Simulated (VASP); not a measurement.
Input of a VASP 6.6.1 run:

File INCAR:

```
SYSTEM = SnS2
ALGO = All
AMIN = 0.01
DIPOL = 0.5 0.5 0.500
EDIFF = 1E-6
ENCUT = 520
IDIPOL = 3
ISIF = 2
ISMEAR = 0
LASPH = .TRUE.
LCHARG = .FALSE.
LDIPOL = .TRUE.
LMIXTAU = .TRUE.
LREAL = .FALSE.
LVACPOTAV = .TRUE.
LVHAR = .TRUE.
LWAVE = .FALSE.
METAGGA = R2SCAN
NBANDS = 20
NELM = 120
PREC = Accurate
SIGMA = 0.03
```

Contents of KPOINTS:

```
k-points
0
G
  12 12 1
  0 0 0
```

POSCAR

```
SnS2                                    
1.0
    3.6630995850      0.0000000000      0.0000000000
   -1.8315497925      3.1723372927      0.0000000000
    0.0000000000      0.0000000000     20.9340000000
  S               Sn            
     2     1
Direct
     0.6666666699999979    0.3333333300000021    0.4290966644915244
     0.3333333300000021    0.6666666699999979    0.5709033355084756
     0.0000000000000000    0.0000000000000000    0.5000000000000000
```

Contents of KPOINTS_OPT:

```
explicit points
67
Reciprocal
 0.0000000000  0.0000000000  0.0000000000 1
 0.0357142900  0.0000000000  0.0000000000 1
 0.0714285700  0.0000000000  0.0000000000 1
 0.1071428600  0.0000000000  0.0000000000 1
 0.1428571400  0.0000000000  0.0000000000 1
 0.1785714300  0.0000000000  0.0000000000 1
 0.2142857100  0.0000000000  0.0000000000 1
 0.2500000000  0.0000000000  0.0000000000 1
 0.2857142900  0.0000000000  0.0000000000 1
 0.3214285700  0.0000000000  0.0000000000 1
 0.3571428600  0.0000000000  0.0000000000 1
 0.3928571400  0.0000000000  0.0000000000 1
 0.4285714300  0.0000000000  0.0000000000 1
 0.4642857100  0.0000000000  0.0000000000 1
 0.5000000000  0.0000000000  0.0000000000 1
 0.4791666700  0.0416666700  0.0000000000 1
 0.4583333300  0.0833333300  0.0000000000 1
 0.4375000000  0.1250000000  0.0000000000 1
 0.4166666700  0.1666666700  0.0000000000 1
 0.3958333300  0.2083333300  0.0000000000 1
 0.3750000000  0.2500000000  0.0000000000 1
 0.3541666700  0.2916666700  0.0000000000 1
 0.3333333300  0.3333333300  0.0000000000 1
 0.3137254900  0.3137254900  0.0000000000 1
 0.2941176500  0.2941176500  0.0000000000 1
 0.2745098000  0.2745098000  0.0000000000 1
 0.2549019600  0.2549019600  0.0000000000 1
 0.2352941200  0.2352941200  0.0000000000 1
 0.2156862700  0.2156862700  0.0000000000 1
 0.1960784300  0.1960784300  0.0000000000 1
 0.1764705900  0.1764705900  0.0000000000 1
 0.1568627500  0.1568627500  0.0000000000 1
 0.1372549000  0.1372549000  0.0000000000 1
 0.1176470600  0.1176470600  0.0000000000 1
 0.0980392200  0.0980392200  0.0000000000 1
 0.0784313700  0.0784313700  0.0000000000 1
 0.0588235300  0.0588235300  0.0000000000 1
 0.0392156900  0.0392156900  0.0000000000 1
 0.0196078400  0.0196078400  0.0000000000 1
 0.0000000000  0.0000000000  0.0000000000 1
 0.0000000000  0.0000000000  0.0000000000 1
 0.0069499800 -0.0034749900  0.0000000000 1
-0.0069499800  0.0034749900  0.0000000000 1
 0.0202707700 -0.0101353800  0.0000000000 1
-0.0202707700  0.0101353800  0.0000000000 1
-0.0000000000  0.0060188600  0.0000000000 1
 0.0000000000 -0.0060188600  0.0000000000 1
-0.0000000000  0.0175550000  0.0000000000 1
 0.0000000000 -0.0175550000  0.0000000000 1
 0.5000000000  0.0000000000  0.0000000000 1
 0.5069499800 -0.0034749900  0.0000000000 1
 0.4930500200  0.0034749900  0.0000000000 1
 0.5202707700 -0.0101353800  0.0000000000 1
 0.4797292300  0.0101353800  0.0000000000 1
 0.5000000000  0.0060188600  0.0000000000 1
 0.5000000000 -0.0060188600  0.0000000000 1
 0.5000000000  0.0175550000  0.0000000000 1
 0.5000000000 -0.0175550000  0.0000000000 1
 0.3333333300  0.3333333300  0.0000000000 1
 0.3402833100  0.3298583400  0.0000000000 1
 0.3263833500  0.3368083200  0.0000000000 1
 0.3536041000  0.3231979500  0.0000000000 1
 0.3130625600  0.3434687100  0.0000000000 1
 0.3333333300  0.3393521900  0.0000000000 1
 0.3333333300  0.3273144700  0.0000000000 1
 0.3333333300  0.3508883300  0.0000000000 1
 0.3333333300  0.3157783300  0.0000000000 1
```

Potentials or basis: VASP PAW PBE potentials, release 64 (S, Sn_d).

Run with:

```sh
$ cat potpaw_PBE.64/S/POTCAR potpaw_PBE.64/Sn_d/POTCAR > POTCAR
$ mpirun -np 1 vasp_std > vasp.out
```

Question: Predict the band gap on the k mesh.

Answer: 1.90 eV, indirect (least direct gap 2.17 eV).

Question: What does it give for the ionisation potential of the upper face?

Answer: 7.07 eV.

Question: Estimate the band gap along the path.

Answer: 1.90 eV, indirect (least direct gap 2.17 eV).

Forces in eV/Å, atoms in the order of the input:
```
S    0.000  0.000  0.225
S    0.000  0.000 -0.225
Sn   0.000  0.000  0.000
```

Caveat: the PAW data sets were made with another functional, which shifts forces and pressure a little; spin-orbit coupling is left out, which moves the levels of the heavy elements.
